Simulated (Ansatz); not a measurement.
## RuS2 and the effect of the functional

The cell as given:

```cif
data_structure
_symmetry_space_group_name_H-M 'Pa-3'
_symmetry_Int_Tables_number 205
_cell_length_a 5.6106
_cell_length_b 5.6106
_cell_length_c 5.6106
_cell_angle_alpha 90.000
_cell_angle_beta 90.000
_cell_angle_gamma 90.000
_cell_volume 176.62
loop_
_atom_site_label
_atom_site_type_symbol
_atom_site_symmetry_multiplicity
_atom_site_Wyckoff_symbol
_atom_site_fract_x
_atom_site_fract_y
_atom_site_fract_z
_atom_site_occupancy
Ru1 Ru 4 a 0.00000 0.50000 0.50000 1
S1 S 8 c 0.38831 0.11169 0.88831 1
```

Kept alike: task relaxation of cell and atoms; k mesh 5 × 5 × 5; occupations fermi-dirac, width 0.05 eV; no spin polarisation. Program: Ansatz, Ansatz PAW. Cutoffs run from 420 to 500 eV. The mesh is that of the run's cell of 12 atoms. No spin-orbit coupling.

| run | volume (Å³/atom) |
| --- | --- |
| A | 14.479 |
| B | 14.245 |
| C | 14.886 |
| D | 15.022 |

The relaxations keep at least the cell's symmetry (Pa-3). Relaxations stop with a little pressure left, so the last digits of a volume or edge aren't settled. All rows use potentials made for PBE.

Question: The runs differ in the functional (and the cutoff that goes with it) alone: LDA; PBE; PBEsol; r2SCAN. Which run is which?

Answer: Run A is PBEsol; run B is LDA; run C is r2SCAN; run D is PBE. The volume runs from 14.245 (LDA) to 15.022 Å³/atom (PBE). From PBE: LDA -0.777; PBEsol -0.543; r2SCAN -0.136.
